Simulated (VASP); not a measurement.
TiSi:

```xyz
2
Lattice="1.8162 -2.1176 0.0000 1.8162 2.1176 0.0000 0.0000 0.0000 3.8039" Properties=species:S:1:pos:R:3 pbc="T T T"
Ti    1.8162    0.0000    0.0000
Si    0.0000    0.0000    1.9020
```

The cell comes from a database or a generator and needn't be the stable form of this composition.

```yaml
Program: VASP 6.6.1
Task: relaxation of cell and atoms
Functional: PBEsol
Potentials_or_basis: VASP PAW PBE potentials, release 64 (Ti_sv, Si)
Cutoff: 600 eV
k_mesh: 8 × 8 × 6
Occupations: fermi-dirac, width 0.05 eV
Spin: no spin polarisation
```

At the start: pressure -4.1 GPa; volume 14.63 Å³/atom.

**Question.** Where does the relaxation end?

**Answer.** Over 9 steps the energy falls by 10.4 meV/atom and the volume is 14.09 Å³/atom (-3.7 %); space group Cmmm (No. 65, to 0.05 Å).

Step by step:
| step | energy change (eV) | largest force (eV/Å) | pressure (GPa) | volume (Å³) |
| --- | --- | --- | --- | --- |
| 1 | 0.0000 | 0.0000 | -4.11 | 29.26 |
| 2 | -0.0086 | 0.0000 | 3.40 | 27.70 |
| 3 | -0.0138 | 0.0000 | 0.42 | 28.28 |
| 4 | -0.0181 | 0.0000 | 0.33 | 28.21 |
| 5 | -0.0206 | 0.0000 | 0.41 | 28.12 |
| 6 | -0.0206 | 0.0000 | 0.39 | 28.11 |
| 7 | -0.0206 | 0.0000 | 0.44 | 28.10 |
| 8 | -0.0205 | 0.0000 | -0.54 | 28.29 |
| 9 | -0.0207 | 0.0000 | -0.01 | 28.19 |

Final structure:
```xyz
2
Lattice="1.8185 -2.0313 0.0000 1.8185 2.0313 0.0000 0.0000 0.0000 3.8152" Properties=species:S:1:pos:R:3 pbc="T T T"
Ti    1.8185    0.0000    0.0000
Si    0.0000    0.0000    1.9076
```

Caveat: the PAW data sets were made with another functional, which shifts forces and pressure a little.
